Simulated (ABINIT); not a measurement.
A run of ABINIT 10.8.3 (patched build):

The input run.abi:

```
pp_dirpath "./"
pseudos "Al.GGA_PBE-JTH.xml, N.GGA_PBE-JTH.xml"

acell 3*1.0
rprim
     5.8827174260     0.0000000000     0.0000000000
    -2.9413587130     5.0945827342     0.0000000000
     0.0000000000     0.0000000000     9.4127258268
ntypat 2
znucl 13 7
natom 4
typat 1 1 2 2
xred
     0.6666666667     0.3333333333     0.5000000000
     0.3333333333     0.6666666667     0.0000000000
     0.6666666667     0.3333333333     0.8800000000
     0.3333333333     0.6666666667     0.3800000000

ecut 25.0
pawecutdg 47.0

kptopt 1
ngkpt 13 13 8
nshiftk 1
shiftk 0.0 0.0 0.0

ixc -116133

nband 12
occopt 3
tsmear 0.00183747

nstep 100
tolvrs 1.0e-9

iomode 3
prtwf 0
prtden 0
prteig 0
prtebands 0
enunit 2
```

Potentials or basis: JTH PAW PBE v2.0.

Command:

```bash
$ abinit run.abi > log 2>&1
```

Hardware: 1 thread of Arm Neoverse V2 (shared host).

Task: Estimate the wall time of this run.

Result: Wall time 61 s on 1 thread of Arm Neoverse V2 (shared host), peak memory 0.15 GiB. Counts: scf iterations 11, k points 105, bands 12, plane waves 1719.
